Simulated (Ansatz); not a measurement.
# WC (P-6m2): scan of the energy under strain

What does a strain cost in WC (P-6m2)? Aim: a scan of the energy under strain, for WC (P-6m2), run from a script.

All numbers are computed with Ansatz 0.2.0, driven from Python. Level of theory: DFT PBE, plane waves, PAW.

### Step 1. Starting point

Symmetry: P-6m2, No. 187, hexagonal system. The conventional cell has a = 2.907 Å, b = 2.907 Å, c = 2.837 Å, α = 90.00°, β = 90.00°, γ = 120.00°. Around W (site symmetry -6m2) lie 6 C at 2.20 Å. C (site symmetry -6m2) has 6 W at 2.20 Å as nearest neighbours.

The script holds or builds the structure itself.

### Step 2. The code

Contents of strain_wc.py:

```python
import argparse
import logging
import sys
import warnings

import ansatz as az
import matplotlib.pyplot as plt
import numpy as np

logging.basicConfig(stream=sys.stdout, format="%(levelname)s %(message)s")
log = logging.getLogger("run")
log.setLevel(logging.INFO)

parser = argparse.ArgumentParser(description="A tetragonal strain scan of WC.")
parser.add_argument("--occupations", default="Marzari-Vanderbilt", help="how the bands are filled")
parser.add_argument("--sigma", type=float, required=True, help="smearing width (eV)")
parser.add_argument("--cutoff", type=float, required=True, help="plane-wave cutoff (eV)")
parser.add_argument("--kmesh", type=int, nargs=3, required=True, help="k-point sampling")
args = parser.parse_args()

VECTORS = np.array([
    [2.9065, 0.0, 0.0],
    [-1.45325, 2.517103, 0.0],
    [0.0, 0.0, 2.8366],
])
SITES = [
    ("W", (0.0, 0.0, 0.0)),
    ("C", (2 / 3, 1 / 3, 0.5)),
]


def crystal_on(cell):
    crystal = az.Crystal(lattice=az.Lattice.of(cell))
    for symbol, position in SITES:
        crystal = crystal.atom(symbol, position)
    return crystal


def main() -> None:
    warnings.simplefilter("ignore", az.DeckWarning)

    values = np.linspace(-0.03, 0.03, 5)
    energies = []
    for d in values:
        strain = np.diag([d, d, (1 + d) ** -2 - 1])
        cell = VECTORS @ (np.eye(3) + strain)
        calculation = crystal_on(cell).calculation()
        calculation = calculation.pseudopotentials("paw")
        calculation = calculation.occupations(args.occupations, width=args.sigma)
        calculation = calculation.basis(args.cutoff)
        calculation = calculation.kpoints(*args.kmesh)
        calculation = calculation.stress()
        report = calculation.run(threads=1).report
        energies.append(report["free_energy_ev"] / len(SITES))
        s = report["stress_gpa"]
        log.info(f"d = {d:+.4f}  stress xx yy zz xy (GPa, compression positive): {s[0][0]:8.3f} {s[1][1]:8.3f} {s[2][2]:8.3f} {s[0][1]:8.3f}")
    energies = np.array(energies)

    for value, e in zip(values, energies):
        log.info(f"strain {value:7.3f}   E - Emin = {1000 * (e - energies.min()):9.3f} meV/atom")
    plt.figure(figsize=(4.5, 3))
    plt.plot(values, 1000 * (energies - energies.min()), "o-")
    plt.xlabel("strain")
    plt.ylabel("meV/atom")
    plt.tight_layout()
    plt.savefig("strain.png", dpi=100)
    curvature = 2 * np.polyfit(values, energies, 3)[1]
    volume = abs(np.linalg.det(VECTORS)) / len(SITES)
    log.info(f"d2E/dd2 over the volume: {curvature / volume * 160.21766:.1f} GPa")


if __name__ == "__main__":
    main()
```

### Step 3. The run

Launch:

```sh
python strain_wc.py --sigma 0.1 --cutoff 520.0 --kmesh 14 14 12
```

**Question.** How much energy does this tetragonal strain cost, and what curvature follows?

**Answer**, as computed:

```
                  quantity            value
curvature under the strain       4381.4 GPa
             runs compared                5
           range of energy  130.25 meV/atom
      lowest point, strain            0.000
```

Against the unstrained cell the energy per atom changes by +130.25 meV at one end of the scan and +125.33 meV at the other, and its second derivative over the volume is 4381.4 GPa. What to keep in mind:
- No spin polarisation was allowed.
- The curvature belongs to this strain pattern and to the cell's stress; it equals a single elastic constant only for simple patterns.
- In a metal a curvature from energy changes of a few meV or less hangs on mesh and smearing, in size and even in sign.
- Spin-orbit coupling, which matters for elements this heavy, is left out.
- No functional is typed, so the default, PBE, holds.
- The ions keep their fractional positions (clamped ions).
